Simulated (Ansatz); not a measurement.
CuO:

```
Cu O
1.0
     0.00000    2.32725    2.32725
     2.32725    0.00000    2.32725
     2.32725    2.32725    0.00000
Cu O
1 1
Direct
  0.00000 0.00000 0.00000
  0.25000 0.25000 0.25000
```

Measurements of this composition are mostly on another form, of space group No. 15.

Below is the output of Ansatz 0.2.0 for this cell. Logs are shortened: lines on timing, memory, paths and dates and some standing lists are left out, and cuts for length are marked.

```text
Warning: RAYON_NUM_THREADS=2 ignored (pool sized by the plan → 2); use --threads N
Cu: projections on atomic orbitals take those of the free atom [Ne] 3s2 3p6 3d10 4s1, of charge +0.00 (hamiltonian.pseudopotentials.projection_atoms); the dataset's partial waves leave at most 2.0e-6 of an orbital's norm unspanned inside its sphere
O: projections on atomic orbitals take those of the free atom [He] 2s2 2p4, of charge +0.00 (hamiltonian.pseudopotentials.projection_atoms); the dataset's partial waves leave at most 1.9e-8 of an orbital's norm unspanned inside its sphere
Engine: ansatz 0.2.0, x86_64-unknown-linux-gnu
Pseudopotentials: kind: paw
Pseudopotential: Cu, paw, valence charge 19, recommended cutoff 500 eV (meta_gga), Cu.paw.azcp
Pseudopotential: O, paw, valence charge 6, recommended cutoff 500 eV (meta_gga), O.paw.azcp
Functional definition: r2SCAN
  parameter k0 = 0.174
  parameter k1 = 0.065
  parameter a1 = 4.9479
  exchange = r2scan_x(k0 = k0, k1 = k1, a1 = a1)
  correlation = r2scan_c
Crystal: 2 atoms, lattice volume = 25.209 Å³
Basis set: ecut = 500 eV, 645 PW (Γ), exchange–correlation on 100×100×100 points (64 copies of the dense FFT grid, shifted against one another)
Bands: 17, of which v1, the nominal top of the filled ones, is band 13 counted from 1 (12 counted from 0)
Symmetry: 24 space group operations
Space group: F-43m (ITA 216), of the structure as read, at distance tolerance 2.9e-5 Å
Magnetic group: BNS 216.74 (UNI 1576), of the structure as read, at distance tolerance 2.9e-5 Å
k-points: 20 of 343 (time reversal used)
Non-local potential: Cu, projectors of the file, l = 0: 3, l = 1: 2, l = 2: 3, l = 3: 1
Non-local potential: O, projectors of the file, l = 0: 2, l = 1: 2, l = 2: 1
PAW form: soft (Blöchl's): semilocal exchange-correlation on the pseudo side does not see the compensation charge
PAW frozen core: Cu, regenerated for the run's functional (the file was generated under x = pbe(κ = 0.804, μ = 0.2195149727645171), c = pbe(β = 0.06672455060314922))
PAW frozen core: O, regenerated for the run's functional (the file was generated under x = pbe(κ = 0.804, μ = 0.2195149727645171), c = pbe(β = 0.06672455060314922))
PAW one-centre angular grid: Cu, 590 points (default); XC on 160 Gauss nodes
PAW one-centre angular grid: O, 302 points (default); XC on 160 Gauss nodes
Initial density: superposition of atomic densities (chi_scale 0.1, normalization cell, long waves kept (reshape's long-wave potential 0.00 eV rms))
Starting moments: Σ|m| = 0.48 μB on 1 of 2 sites
Initial wavefunctions: pseudopotential atomic-orbital guess
Functional: x = r2scan, c = r2scan; τ floored in thin density (d = 2e-4 eV/Å³)
SCF iter   1: F=—  HF=-7196.674244 eV  |F-HF|=—  |Δ(HF+E_count)|=         —  Δρ=9.56e-2 (↑9.56e-2 ↓3.06e-2)  dr2=2.60e0  dr2_τ=6.38e-3  dr2_m=3.44e-1  M=-0.204 μB ∫|m|=0.204 μB  β_m=0.30  ethr=3.10e-3  ⟨swp⟩=5.9  Hψ=3022  notcnv=0
[... 32 lines left out ...]
Free energy (F): -7196.431992 eV
Harris-Foulkes:  -7196.431992 eV  (|F-HF|=9.15e-8)
Internal energy: -7196.429432 eV  (E = F + TS)
E sigma→0 (E₀):  -7196.430712 eV
Entropy (-TS):   -0.002560 eV (-1.280 meV/atom)
Fermi energy:    7.011062 eV
--- Per-component energies (eV) ---
  E_band       = -557.029719
  E_kinetic    = 470.009833
  E_local      = -5355.898416  (includes V_loc(G=0)·N_el)
  E_nonlocal   = 455.630485
  E_hartree    = 2331.147341
  E_xc         = -153.144085
  E_vxc        = -224.129819  (∫ρ·V_xc dr)
  E_hubbard    = 1.357458  (on-site DFT+U / exact-exchange correction)
  E_vhub       = -35.777825  (the Hubbard potential's part of the band-sum identity)
  E_paw        = -1846.810291  (= ΣΔE_a)
  E_vpaw       = -544.326394  (= ΣTr[D̂ρ^β])
  E_aug_tail   = 0.001208  (compensation charges beyond the density's cutoff)
  E_vtau       = 15.167703  (kinetic-family band-sum trace: ∫τ·v_τ [+ j·A + Jᵃ·Aᵃ] dr)
  E_ewald      = -3098.389916
  E_core_change = -0.333049  (= ΣΔE_core)
  E_smearing   = -0.002560  (= −TS)
  E_closure    = 0.000000  (closes the sum)
  Σ components = -7196.431992   (vs F -7196.431992, Δ=0.00e0)
--- Forces (eV/Å), atoms counted from 1 ---
  atom   1  Cu     0.00000000    -0.00000000    -0.00000000
  atom   2  O      0.00000000    -0.00000000    -0.00000000
  max |Σ_I F_I| component: 1.18e-16 eV/Å
--- Stress (GPa, compression-positive) ---
       -8.002844      -0.000000      -0.000000
        0.000000      -8.002844      -0.000000
        0.000000      -0.000000      -8.002844
  P = ⅓ Tr σ = -8.0028 GPa (-80.028 kbar)
--- Band table (eV; the first three rows and the last of 40) ---
  k-point 0 ↑: bands = ["-106.1846", "-62.0504", "-62.0504", "-62.0504", "-11.1400", "2.4307", "2.4307", "2.4307", "3.3683", "3.3683", "8.3786", "8.3786", "8.3786", "9.3515", "22.7077", "22.7077", "22.7077"]
  k-point 1 ↑: bands = ["-106.1846", "-62.0514", "-62.0506", "-62.0506", "-11.0580", "2.3288", "2.4792", "2.4792", "3.3872", "3.3872", "7.4949", "8.2299", "8.2299", "10.4624", "21.0566", "22.8448", "22.8448"]
  k-point 2 ↑: bands = ["-106.1849", "-62.0534", "-62.0509", "-62.0509", "-10.8756", "2.2783", "2.5179", "2.5179", "3.5357", "3.5357", "6.1780", "7.8683", "7.8683", "12.2836", "18.6042", "22.7527", "22.7527"]
  k-point 19 ↓: bands = ["-106.8512", "-62.7077", "-62.7070", "-62.7056", "-11.9445", "1.1135", "1.8620", "2.4066", "2.7357", "3.3357", "3.4902", "4.4296", "5.3596", "15.7251", "17.3041", "18.5006", "20.9491"]
Occupation matrices written to <dir>
```

Question: Write the input and the command behind it.

Answer: Single point with r2SCAN+U, collinear spin, random start. The files as run (others can give the same):

input.yaml
```yaml
crystal:
  lattice:
    - [0.0, 2.32725273, 2.32725273]
    - [2.32725273, 0.0, 2.32725273]
    - [2.32725273, 2.32725273, 0.0]
  atoms:
    - { symbol: Cu, position: [0.0, 0.0, 0.0], spin: -0.48 }
    - { symbol: O, position: [0.25, 0.25, 0.25] }
hamiltonian:
  xc: r2scan
  pseudopotentials: { kind: paw }
  hubbard: { sites: [{ species: Cu, l: d, u_eff: 8.0 }] }
magnetization:
  spin_polarized: true
kpoints:
  mp_grid: { grid: [7, 7, 7] }
scf:
  occupations: { method: gaussian, width: 0.05 }
output:
  forces: true
  stress: true
  eigenvalues: true
  write_density: true
  write_potential: true
  elf: true
  volumetric_format: npy
```

Potentials or basis: Ansatz PAW.
Command:
```console
$ ansatz run input.yaml --threads 2 --pin off --max-ram 5632MiB --backend cpu --events-out ev --progress --plain --runs-dir out
```

Caveat: the magnetic or orbital state may not be the lowest; a cell with one magnetic atom can't hold antiferromagnetic order, which such compounds often take; the PAW data sets come from PBE, with cores solved anew for the run's functional, which leaves a small shift of forces and pressure.
